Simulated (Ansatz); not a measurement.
## Au: computed properties

Theory: DFT r2SCAN, scalar-relativistic, plane waves, PAW (Ansatz 0.2.0).

Settings: cutoff 500 eV, Γ-centred mesh 18×18×18 on the computed 1-atom cell, Gaussian smearing of 0.10 eV; no spin polarisation.

The structure is relaxed at this level of theory with its symmetry kept. This bcc form isn't the element's structure at ambient conditions.

```
CELL_PARAMETERS angstrom
-1.63769 1.63769 1.63769
1.63769 -1.63769 1.63769
1.63769 1.63769 -1.63769
ATOMIC_POSITIONS crystal
Au 0.00000 0.00000 0.00000
```

Formation energy from the elements' standard states (uncorrected)?

+0.020 eV/atom.

Density of states at the Fermi level?

0.27 states/eV per cell.

Löwdin character within 0.5 eV of the Fermi level?

Au 6s 44 %, Au 5d 31 %, unprojected 25 %.

Bulk modulus?

152 GPa.

Its pressure derivative?

6.2.

Bader charges (e)?

Au (1 in the cell) 0.00.

Spin-orbit coupling is left out, which matters for the bands of heavy elements.